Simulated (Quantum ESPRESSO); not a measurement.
Crystal: Au.

```
Au
1.0
     0.00000    2.03500    2.03500
     2.03500    0.00000    2.03500
     2.03500    2.03500    0.00000
Au
1
Direct
  0.00000 0.00000 0.00000
```

| Item | Value |
| --- | --- |
| Program | Quantum ESPRESSO 7.5 |
| Task | Wannier functions |
| Functional | PBEsol |
| Potentials or basis | PseudoDojo 0.4.1 SR PBEsol standard |
| Cutoff | 1034 eV |
| Density cutoff | 4136 eV |
| k mesh | 8 × 8 × 8 |
| Occupations | fermi-dirac, width 0.05 eV |
| Spin | no spin polarisation |
| Mixing beta | 0.5 |
| Most SCF iterations | 120 |
| SCF threshold | 2e-10 Ry |
| k mesh for the Wannier functions | 7 × 7 × 7 |

Start: SCDM with an erfc weight, μ = 2.0 eV over the reference level, σ = 3.0 eV, one function for each orbital of the shells Au spd; the lowest 4 bands are left out. The reference level is the Fermi level, or the middle of the gap.

Q: With SCDM with an erfc weight, how many functions result, how localised are they, and how well do they interpolate the bands?

A: 9 functions with spreads from 0.88 to 4.50 Å², 22.7 Å² in all; they miss the direct bands by 66 meV (root mean square).

Wannier functions:
| function | nearest atom | distance (Å) | spread (Å²) | on-site energy from the reference level (eV) |
| --- | --- | --- | --- | --- |
| 1 | 1 Au | 0.05 | 0.94 | -2.75 |
| 2 | 1 Au | 0.01 | 0.89 | -2.86 |
| 3 | 1 Au | 0.02 | 0.88 | -2.98 |
| 4 | 1 Au | 0.06 | 1.01 | -2.56 |
| 5 | 1 Au | 0.18 | 3.08 | 1.98 |
| 6 | 1 Au | 0.54 | 4.50 | 6.16 |
| 7 | 1 Au | 1.51 | 4.34 | 6.08 |
| 8 | 1 Au | 0.39 | 3.36 | 2.96 |
| 9 | 1 Au | 1.12 | 3.71 | 5.65 |

Parts of the spread (Å²): invariant 12.73, diagonal 1.191, off-diagonal 8.78, total 22.70. Against the direct bands the interpolation misses by 66 meV (root mean square) and 374 meV at most, for states up to 1 eV over the reference level.

Caveat: the k mesh is coarse; spin-orbit coupling is left out, which moves the levels of the heavy elements.
